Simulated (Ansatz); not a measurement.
# SnO: one crystal by all-electron and frozen-core methods, part 2 of 2

Does the method matter for SnO? The same cell, functional and mesh are run with full-potential LAPW, PAW with frozen cores and all-electron PAW on datasets made for the crystal.

Ansatz 0.2.0; DFT LDA; a database cell (COD). «Crystal datasets» are all-electron PAW datasets made for this crystal.

## 3. PAW with frozen cores

File input.yaml:

```yaml
crystal:
  lattice:
    - [3.802, 0.0, 0.0]
    - [0.0, 3.802, 0.0]
    - [0.0, 0.0, 4.836]
  atoms:
    - { symbol: Sn, position: [0.0, 0.5, 0.2385] }
    - { symbol: Sn, position: [0.5, 0.0, 0.7615] }
    - { symbol: O, position: [0.0, 0.0, 0.0] }
    - { symbol: O, position: [0.5, 0.5, 0.0] }
kpoints:
  mp_grid: { grid: [6, 6, 5] }
  band_path:
    path:
      - [0.0, 0.0, 0.0]
      - [0.0, 0.5, 0.0]
      - [0.5, 0.5, 0.0]
      - [0.0, 0.0, 0.0]
      - [0.0, 0.0, 0.5]
      - [0.0, 0.5, 0.5]
      - [0.5, 0.5, 0.5]
      - [0.0, 0.0, 0.5]
      - [0.0, 0.5, 0.0]
    npoints: 14
scf:
  occupations: { method: fermi_dirac, width: 0.02 }
hamiltonian:
  xc: lda
  pseudopotentials: { kind: paw }
output:
  forces: true
  stress: true
  eigenvalues: true
  efg: { contact_densities: true }
  populations: true
  bader: true
  dos: { projected: true, de: 0.2, e_range: [-14, 8] }
  write_density: true
  write_potential: true
  elf: true
  volumetric_format: npy
```

Started as:

```console
ansatz run input.yaml --threads 1 --pin off --max-ram 4096MiB --backend cpu --events-out ev --progress --plain --runs-dir out
```

Log:

```text
Sn: output.efg is read without spin–orbit coupling, which moves field gradients at and beside such atoms by some per cent and up to a factor of two; PAW files take it under magnetization.noncollinear and magnetization.spin_orbit
Engine: ansatz 0.2.0
Pseudopotentials: kind: paw
Pseudopotential: Sn, paw, valence charge 14, recommended cutoff 420 eV (normal)
Pseudopotential: O, paw, valence charge 6, recommended cutoff 420 eV (normal)
Functional definition: SPW92
  exchange = slater_x
  correlation = pw_c
Crystal: 4 atoms, lattice volume = 69.905 Å³
Basis set: ecut = 420 eV, 1361 PW (Γ)
Bands: 24, of which v1, the nominal top of the filled ones, is band 20 counted from 1 (19 counted from 0)
Symmetry: 16 space group operations
Space group: P4/nmm (ITA 129), of the structure as read, at distance tolerance 4.1e-5 Å
k-points: 30 of 180
Non-local potential: Sn, projectors of the file, l = 0: 2, l = 1: 2, l = 2: 2, l = 3: 2
Non-local potential: O, projectors of the file, l = 0: 2, l = 1: 2, l = 2: 1
PAW form: soft (Blöchl's): semilocal exchange-correlation on the pseudo side does not see the compensation charge
PAW frozen core: Sn, regenerated for the run's functional, and the local potential with it (the file was generated under x = pbe(κ = 0.804, μ = 0.2195149727645171), c = pbe(β = 0.06672455060314922))
PAW frozen core: O, regenerated for the run's functional, and the local potential with it (the file was generated under x = pbe(κ = 0.804, μ = 0.2195149727645171), c = pbe(β = 0.06672455060314922))
PAW one-centre angular grid: Sn, 590 points (default); XC on 64 Gauss nodes
PAW one-centre angular grid: O, 110 points (default); XC on 64 Gauss nodes
Initial density: superposition of atomic densities (neutral atoms: chi_scale 0, normalization atom), corrected by the library's trained network
Initial wavefunctions: pseudopotential atomic-orbital guess
Functional: x = slater, c = lda
SCF iter   1: F=—  HF=-12869.829573 eV  |F-HF|=—  |Δ(HF+E_count)|=         —  Δρ=1.47e-2  dr2=1.25e-1  ethr=1.77e-3  ⟨swp⟩=6.1  Hψ=3264  notcnv=0
preconditioner: auto → Kerker (q_TF=auto, 2.486 Å⁻¹)  [metal: Δε(μ)=0.030 eV  Ē_g=17.893 eV  σ=0.020 eV  W_gap=0.35  n_scr=18 (ndim 8)  ℏωp=28.1 eV  f_vac=0.018  D(μ)=0.43/eV (n_scr^D=0)]
SCF iter   2: F=—  HF=-12869.798793 eV  |F-HF|=—  |Δ(HF+E_count)|=   3.08e-2  Δρ=4.07e-3  dr2=6.66e-3  ethr=3.14e-4  ⟨swp⟩=2.1  Hψ=1279  notcnv=0
preconditioner: auto → Resta (q_TF=auto, 2.486 Å⁻¹)  ε∞=3.4  [insulator: Δε(μ)=0.123 eV  Ē_g=17.947 eV  σ=0.020 eV  W_gap=0.91  n_scr=18 (ndim 8)  ℏωp=28.1 eV  f_vac=0.018  D(μ)=0.07/eV (n_scr^D=0)  ε∞_Penn≈3.4]
SCF iter   3: F=—  HF=-12869.796943 eV  |F-HF|=—  |Δ(HF+E_count)|=   1.85e-3  Δρ=1.80e-3  dr2=1.63e-3  ethr=1.66e-5  ⟨swp⟩=2.5  Hψ=1274  notcnv=0
SCF iter   4: F=—  HF=-12869.796436 eV  |F-HF|=—  |Δ(HF+E_count)|=   5.07e-4  Δρ=3.02e-4  dr2=5.71e-5  ethr=4.07e-6  ⟨swp⟩=2.9  Hψ=1362  notcnv=0
SCF iter   5: F=—  HF=-12869.796434 eV  |F-HF|=—  |Δ(HF+E_count)|=   2.14e-6  Δρ=7.15e-5  dr2=4.25e-6  ethr=1.43e-7  ⟨swp⟩=1.1  Hψ=724  notcnv=0
SCF iter   6: F=—  HF=-12869.796434 eV  |F-HF|=—  |Δ(HF+E_count)|=   4.28e-7  Δρ=1.15e-5  dr2=1.30e-7  ethr=1.06e-8  ⟨swp⟩=2.0  Hψ=881  notcnv=0
SCF iter   7: F=-12869.796434 eV  HF=-12869.796434 eV  |F-HF|=1.84e-10  |Δ(HF+E_count)|=   3.33e-8  Δρ=1.81e-6  dr2=2.59e-9  ethr=2.50e-10  ⟨swp⟩=9.1  Hψ=4513  notcnv=0
SCF 1 converged in 7 iterations: F = -12869.796434 eV  dr2 = 2.59e-9
NSCF: frozen V_eff on 113 k-points
SCF converged after 7 iterations
Free energy (F): -12869.796434 eV
Harris-Foulkes:  -12869.796434 eV  (|F-HF|=1.84e-10)
Internal energy: -12869.796247 eV  (E = F + TS)
E sigma→0 (E₀):  -12869.796341 eV
Entropy (-TS):   -0.000187 eV (-0.047 meV/atom)
Fermi energy:    9.621347 eV
--- Per-component energies (eV) ---
  E_band       = -194.792000
  E_kinetic    = 723.906968
  E_local      = -2671.868873  (includes V_loc(G=0)·N_el)
  E_nonlocal   = 44.619526
  E_hartree    = 1437.857675
  E_xc         = -903.018922
  E_vxc        = -383.656094  (∫ρ·V_xc dr)
  E_paw        = -8283.954967  (= ΣΔE_a)
  E_vpaw       = -783.515422  (= ΣTr[D̂ρ^β])
  E_aug_tail   = 0.004909  (compensation charges beyond the density's cutoff)
  E_ewald      = -3218.386202
  E_core_change = 1.043639  (= ΣΔE_core)
  E_smearing   = -0.000187  (= −TS)
  E_closure    = 0.000000  (closes the sum)
  Σ components = -12869.796434   (vs F -12869.796434, Δ=0.00e0)
--- Forces (eV/Å), atoms counted from 1 ---
  atom   1  Sn     0.00000000     0.00000000    -0.25898638
  atom   2  Sn     0.00000000     0.00000000     0.25898638
  atom   3  O      0.00000000     0.00000000     0.00000000
  atom   4  O      0.00000000     0.00000000    -0.00000000
  max |Σ_I F_I| component: 5.55e-17 eV/Å
--- Stress (GPa, compression-positive) ---
       -2.891018       0.000000       0.000000
        0.000000      -2.891018       0.000000
        0.000000       0.000000      -2.748176
  P = ⅓ Tr σ = -2.8434 GPa (-28.434 kbar)
--- PAW observables at the nuclei: V_zz in 10²¹ V/m², potentials from the cell's mean, atoms counted from 1 ---
  atom   1  Sn V_zz =   -17.045596   η = 0.0000   by run symmetry: allowed
            electrostatic potential = -8172.795630 V   contact ρ = 1231499.241176 e/Å³
  atom   2  Sn V_zz =   -17.045596   η = 0.0000   by run symmetry: allowed
            electrostatic potential = -8172.795630 V   contact ρ = 1231499.241176 e/Å³
  atom   3  O  V_zz =    +0.204933   η = 0.0000   by run symmetry: allowed
            electrostatic potential = -625.204565 V   contact ρ = 2126.956164 e/Å³
  atom   4  O  V_zz =    +0.204933   η = 0.0000   by run symmetry: allowed
            electrostatic potential = -625.204565 V   contact ρ = 2126.956164 e/Å³
--- Band table (eV; the first three rows and the last of 30) ---
  k-point 0: bands = ["-12.2359", "-11.8085", "-11.8083", "-11.8083", "-11.7582", "-11.7491", "-11.7004", "-11.6927", "-11.6756", "-11.6756", "-10.3583", "-7.5771", "1.8658", "2.8995", "3.3315", "3.3315", "6.1636", "6.4758", "6.4758", "9.5767", "11.7077", "13.8801", "14.2759", "14.2759"]
  k-point 1: bands = ["-12.2299", "-11.8145", "-11.7991", "-11.7991", "-11.7536", "-11.7436", "-11.7050", "-11.6977", "-11.6859", "-11.6859", "-10.3443", "-7.5775", "1.0537", "3.3712", "3.3712", "4.1141", "6.1393", "6.4700", "6.4700", "9.2217", "11.2932", "13.3393", "13.3393", "13.9309"]
  k-point 2: bands = ["-12.2198", "-11.8247", "-11.7792", "-11.7792", "-11.7433", "-11.7296", "-11.7154", "-11.7112", "-11.7077", "-11.7077", "-10.3214", "-7.5779", "0.4210", "3.4381", "3.4381", "5.8771", "6.1012", "6.4588", "6.4588", "7.9482", "11.1662", "12.6068", "12.6068", "13.3873"]
  k-point 29: bands = ["-12.1524", "-12.1524", "-11.7704", "-11.7704", "-11.7414", "-11.7414", "-11.7055", "-11.7055", "-11.6694", "-11.6694", "-8.5132", "-8.5132", "0.5342", "0.5342", "4.0327", "4.0327", "6.9513", "6.9513", "7.1495", "7.1495", "11.5604", "11.5604", "14.0658", "14.0658"]
--- Löwdin populations: 4 sites ---
  site symbol       q [e]
     0     Sn     13.2007
     1     Sn     13.2007
     2      O      6.7292
     3      O      6.7292
  spilling = 0.003504 (of n_electrons = 40.000000)
--- Bader charges: 4 sites ---
  site symbol  charge [e]  shift [e]
     0     Sn      1.2421     0.0026
     1     Sn      1.2421     0.0026
     2      O     -1.2421     0.0026
     3      O     -1.2421     0.0026
  estimated error of the sums over rays = 4.5e-4 e
```

Wall time 33 s (1 thread of Arm Neoverse V2, shared host); peak memory 0.38 GiB.

Read from it: pressure -2.84 GPa; gap 0.09 eV, indirect from M–Γ to M; largest force 0.259 eV/Å; Vzz Sn1 -17.05 (η = 0.00), O3 0.20 (η = 0.00) (10²¹ V/m²).

| atom | Bader charge (e) | basin volume (Å³) |
| --- | --- | --- |
| Sn1 | +1.24 | 22.04 |
| O3 | -1.24 | 12.91 |

Density in a lattice plane of the grid's cell (edges 3.80 and 4.84 Å, at 0.000 of the third edge), which holds Sn and O.

Ten even steps from ' ' (0.02 e/Å³) to '@' (15.81 e/Å³):
```
----::                          ::--
::....          ......          ....
              ::--==--::            
            ..--##%%##--..          
            ..==%%@@%%==..          
            ..--++**++--..          
              ..::::::..            
                                    
                                    
                                    
                                    
                                    
                                    
                                    
                                    
                                    
                                    
::....                          ....
----::                          ::--
====::..                      ..::==
```
Columns run along the first of these edges and rows up along the second, over one cell in 18 and 20 even steps from the bottom left corner. Atoms in the plane (fractional): Sn at (0.50, 0.76), O at (0.00, 0.00).

ELF in the same plane.

Values, 12 rows by 10 columns:
```
0.73 0.82 0.63 0.18 0.25 0.25 0.25 0.18 0.63 0.82
0.73 0.63 0.25 0.24 0.08 0.01 0.08 0.24 0.25 0.63
0.25 0.19 0.22 0.29 0.02 0.00 0.02 0.29 0.22 0.19
0.06 0.14 0.35 0.40 0.16 0.06 0.16 0.40 0.35 0.14
0.05 0.13 0.47 0.50 0.45 0.40 0.45 0.50 0.47 0.13
0.05 0.08 0.31 0.61 0.66 0.64 0.66 0.61 0.31 0.08
0.05 0.05 0.10 0.28 0.55 0.66 0.55 0.28 0.10 0.05
0.06 0.06 0.04 0.05 0.11 0.15 0.11 0.05 0.04 0.06
0.25 0.19 0.09 0.04 0.02 0.02 0.02 0.04 0.09 0.19
0.73 0.65 0.39 0.11 0.03 0.02 0.03 0.11 0.39 0.65
0.73 0.80 0.69 0.25 0.07 0.06 0.07 0.25 0.69 0.80
0.23 0.72 0.78 0.27 0.13 0.16 0.13 0.27 0.78 0.72
```
Columns run along the first of these edges and rows up along the second, over one cell in 10 and 12 even steps from the bottom left corner. Atoms in the plane (fractional): Sn at (0.50, 0.76), O at (0.00, 0.00).

Both are smooth fields of the valence electrons: close to the nuclei they are not physical.

Outside the cores ELF peaks at 0.83 in the shell around O, 0.6 Å from O; 0.75 beside Sn, off the lines to its neighbours, 1.6 Å from Sn.

## 4. All-electron PAW on datasets made for the crystal

input.yaml, as its differences from that of step 3:

```diff
@@ -23,3 +23,3 @@
       - [0.0, 0.5, 0.0]
-    npoints: 14
+    npoints: 8
 scf:
@@ -28,3 +28,3 @@
   xc: lda
-  pseudopotentials: { kind: paw }
+  pseudopotentials: { kind: all_electron, datasets: crystal }
 output:
@@ -34,8 +34 @@
   efg: { contact_densities: true }
-  populations: true
-  bader: true
-  dos: { projected: true, de: 0.2, e_range: [-14, 8] }
-  write_density: true
-  write_potential: true
-  elf: true
-  volumetric_format: npy
```

Started as:

```console
ansatz run input.yaml --threads 1 --pin off --max-ram 4096MiB --backend cpu --events-out ev --progress --plain --runs-dir out
```

Log, shortened:

```text
[...]
Sn: output.efg is read without spin–orbit coupling, which moves field gradients at and beside such atoms by some per cent and up to a factor of two; PAW files take it under magnetization.noncollinear and magnetization.spin_orbit
[...]
Pseudopotentials: kind: all_electron
Pseudopotential: Sn, paw, valence charge 22, recommended cutoff 360 eV (normal), Koelling and Harmon's equation, gaussian nucleus
Pseudopotential: O, paw, valence charge 6, recommended cutoff 360 eV (normal), Koelling and Harmon's equation, gaussian nucleus
Functional definition: SPW92
[...]
Crystal: 4 atoms, lattice volume = 69.905 Å³
Basis set: ecut = 360 eV, 1067 PW (Γ)
Bands: 24, of which v1, the nominal top of the filled ones, is band 20 counted from 1 (19 counted from 0)
Symmetry: 16 space group operations
Space group: P4/nmm (ITA 129), of the structure as read, at distance tolerance 4.1e-5 Å
[...]
        0.000000      -2.904409       0.000000
        0.000000       0.000000      -2.748925
  P = ⅓ Tr σ = -2.8526 GPa (-28.526 kbar)
  It holds what live shells' own plane waves past their cutoff add
--- PAW observables at the nuclei: V_zz in 10²¹ V/m², potentials from the cell's mean, atoms counted from 1 ---
  atom   1  Sn V_zz =   -16.936195   η = 0.0000   by run symmetry: allowed
            electrostatic potential = -8168.708963 V   contact ρ = 1231381.793297 e/Å³
  atom   2  Sn V_zz =   -16.936195   η = 0.0000   by run symmetry: allowed
            electrostatic potential = -8168.708963 V   contact ρ = 1231381.793297 e/Å³
  atom   3  O  V_zz =    +0.218216   η = 0.0000   by run symmetry: allowed
            electrostatic potential = -623.172292 V   contact ρ = 2127.469191 e/Å³
  atom   4  O  V_zz =    +0.218216   η = 0.0000   by run symmetry: allowed
            electrostatic potential = -623.172292 V   contact ρ = 2127.469191 e/Å³
--- Band table (eV; the first three rows and the last of 30) ---
[... band rows left out ...]
[...]
```

Run time: 29 s. Hardware: 1 thread of Arm Neoverse V2, shared host; peak memory 0.63 GiB.

Result: pressure -2.85 GPa; gap 0.09 eV, indirect from M–Γ to M; largest force 0.259 eV/Å; Vzz Sn1 -16.94 (η = 0.00), O3 0.22 (η = 0.00) (10²¹ V/m²).

| atom | contact density (e/Å³) |
| --- | --- |
| Sn1 | 1231382 |
| O3 | 2127.469 |

## 5. Side by side

Highest filled and lowest empty level at the labelled points (eV from each run's valence-band top):

| point | LAPW top | LAPW bottom | PAW top | PAW bottom | crystal datasets top | crystal datasets bottom |
| --- | --- | --- | --- | --- | --- | --- |
| Γ | -0.01 | 2.12 | -0.01 | 2.12 | -0.01 | 2.12 |
| X | -2.69 | 3.16 | -2.69 | 3.16 | -2.69 | 3.16 |
| M | -1.90 | 0.09 | -1.90 | 0.09 | -1.90 | 0.09 |
| Γ | -0.01 | 2.12 | -0.01 | 2.12 | -0.01 | 2.12 |
| Z | -2.18 | 1.59 | -2.18 | 1.60 | -2.18 | 1.60 |
| R | -1.72 | 2.58 | -1.72 | 2.58 | -1.72 | 2.58 |
| A | -2.44 | 2.38 | -2.44 | 2.38 | -2.44 | 2.38 |
| Z | -2.18 | 1.59 | -2.18 | 1.60 | -2.18 | 1.60 |
| X | -2.69 | 3.16 | -2.69 | 3.16 | -2.69 | 3.16 |

| method | pressure (GPa) | gap (eV) | largest force (eV/Å) | Vzz Sn1 (10²¹ V/m²) | Vzz O3 (10²¹ V/m²) | SCF cycles, by the record's count |
| --- | --- | --- | --- | --- | --- | --- |
| LAPW | -2.85 | 0.09 | 0.259 | – | – | 10 |
| PAW | -2.84 | 0.09 | 0.259 | -17.05 | 0.20 | 7 |
| crystal datasets | -2.85 | 0.09 | 0.259 | -16.94 | 0.22 | 11 |

## 6. Outcome

The summary covers parts 1 to 2.

| quantity | value |
| --- | --- |
| pressure | LAPW -2.85, PAW -2.84, crystal datasets -2.85 GPa |
| gap (LAPW) | 0.09 eV, indirect from M–Γ to M |
| largest force | LAPW 0.259, PAW 0.259, crystal datasets 0.259 eV/Å |
| Bader charges (PAW) | Sn1 +1.24, O3 -1.24 e |
| highest ELF (PAW) | 0.83, 0.60 Å from O |

**Reading.** At this geometry the cell is under tension of 2.9 GPa, so it would shrink if let go. A gap opens: 0.09 eV, indirect from M–Γ to M. It is the Kohn-Sham gap of a semilocal functional, which mostly lies below the gap found in experiment. The field gradient at Sn1, the largest by crystal datasets, is -17.05 by PAW and -16.94 by crystal datasets (10²¹ V/m²), within 5 %. Spin–orbit coupling is left out, which moves gradients at and beside heavy atoms by some per cent and at worst by a factor of two. PAW lies less than 0.01 GPa from LAPW in pressure and less than 0.01 eV in the gap. The forces differ by at most 1 meV/Å in a component, on a largest force of 0.259 eV/Å. LAPW took about 4 times as long as PAW (2.1 min against 33 s, on a shared host and with the outputs that each input asks for).
